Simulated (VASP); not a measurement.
Write the native input for VASP 6.6.1 that does the following.

```yaml
Task: relaxation of cell and atoms
Functional: revPBE
Potentials_or_basis: VASP PAW PBE potentials, release 64 (Ba_sv, Ti_sv, O)
Cutoff: 600 eV
k_mesh: 7 × 7 × 7
Occupations: fermi-dirac, width 0.05 eV
Spin: no spin polarisation
Further_INCAR_settings: ALGO = Normal; EDIFF = 1e-07; IBRION = 2; EDIFFG = -0.01; NSW = 40; ISIF = 3
```

The structure of BaTiO3 lies in POSCAR:

```
BaTiO3
1.0
    3.9998000000      0.0000000000      0.0000000000
    0.0000000000      3.9998000000      0.0000000000
    0.0000000000      0.0000000000      4.0180000000
Ba Ti O
1 1 3
Direct
    0.0000000000      0.0000000000      0.0000000000
    0.5000000000      0.5000000000      0.4900000000
    0.0000000000      0.5000000000      0.5170000000
    0.5000000000      0.0000000000      0.5170000000
    0.5000000000      0.5000000000      0.0190000000
```

The input as run:

INCAR

```
SYSTEM = BaTiO3
PREC = Accurate ; ENCUT = 600
EDIFF = 1E-7 ; ISMEAR = -1
SIGMA = 0.05 ; LREAL = .False.
LASPH = .True. ; NELM = 60
ALGO = Normal ; ISIF = 3
LWAVE = .False. ; LCHARG = .False.
GGA = RE ; IBRION = 2
NSW = 40 ; EDIFFG = -0.01
```

KPOINTS

```
regular mesh
0
Gamma
  7 7 7
  0 0 0
```

Potentials or basis: VASP PAW PBE potentials, release 64 (Ba_sv, Ti_sv, O).

The run is started by

```bash
$ cat potpaw_PBE.64/Ba_sv/POTCAR potpaw_PBE.64/Ti_sv/POTCAR potpaw_PBE.64/O/POTCAR > POTCAR
$ mpirun -np 1 vasp_std > vasp.out
```

It gave:

```
Relaxed volume                         : 14.00 Å³/atom
Relaxed cell                           : a = 4.002 Å, b = 4.002 Å, c = 4.370 Å, α = 90.00°, β = 90.00°, γ = 90.00°
Space group after relaxing (to 0.05 Å) : P4mm (No. 99)
Energy gained by relaxing              : 26.8 meV/atom
Ionic steps                            : 27
Pressure after relaxing                : 0.0 GPa
Largest force after relaxing           : 0.005 eV/Å
Band gap on the k mesh                 : 1.88 eV, indirect (least direct gap 2.43 eV)
```

Caveat: the PAW data sets were made with another functional, which shifts forces and pressure a little; spin-orbit coupling is left out, which moves the levels of the heavy elements; an odd mesh through Γ misses points on the zone boundary, where band edges often lie.

Wall time 16 min on 1 thread of Intel(R) Xeon(R) Platinum 8488C (Sapphire Rapids) (shared host), peak memory 0.23 GiB.
